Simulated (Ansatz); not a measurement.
A run of Ansatz 0.2.0 is set up as follows.

File input.yaml:

```yaml
crystal:
  lattice:
    - [3.249308, 0.0, 0.0]
    - [-1.624654, 2.8139832727, 0.0]
    - [0.0, 0.0, 5.205709]
  atoms:
    - { symbol: Zn, position: [0.6666666667, 0.3333333333, 0.0] }
    - { symbol: Zn, position: [0.3333333333, 0.6666666667, 0.5] }
    - { symbol: O, position: [0.3333333333, 0.6666666667, 0.87901] }
    - { symbol: O, position: [0.6666666667, 0.3333333333, 0.37901] }
hamiltonian:
  xc: pbe
  pseudopotentials: { kind: paw }
kpoints:
  mp_grid: { grid: [9, 9, 5] }
scf:
  occupations: { method: gaussian, width: 0.1 }
output:
  forces: true
  stress: true
  eigenvalues: true
```

Potentials or basis: Ansatz PAW.

Launch:

```bash
$ ansatz run input.yaml --threads 2 --pin off --max-ram 5632MiB --backend cpu --events-out ev --progress --plain --runs-dir out
```

Task: Estimate the pressure.

Result: 4.9 GPa.

Task: Predict the largest force.

Result: 0.070 eV/Å.

Forces on the atoms (eV/Å):
```
Zn   0.000  0.000 -0.070
Zn   0.000  0.000 -0.070
O    0.000  0.000  0.070
O    0.000  0.000  0.070
```

Caveat: odd divisions of the mesh miss points on the zone boundary, where band edges often lie, so the gap on the mesh can be too wide; the pressure holds a Pulay correction of +0.7 GPa for the finite cutoff.

**What was measured.**

“Electronic structure of alkaline earth and post-transition metal oxides”, 2009, arxiv:0908.1581 quotes, for a bulk crystal of ZnO: band gap 3.37 eV.

Against the measured gap of ZnO, 3.37 eV (quoted in “Electronic structure of alkaline earth and post-transition metal oxides”, 2009, arxiv:0908.1581), the calculated 0.80 eV is off by -2.57 eV. So large a miss can be the level of theory's own, or it may mean another phase, state or a wrong row. The value is that of PBE, without temperature or zero-point motion. Semilocal functionals fall short of measured gaps as a rule.
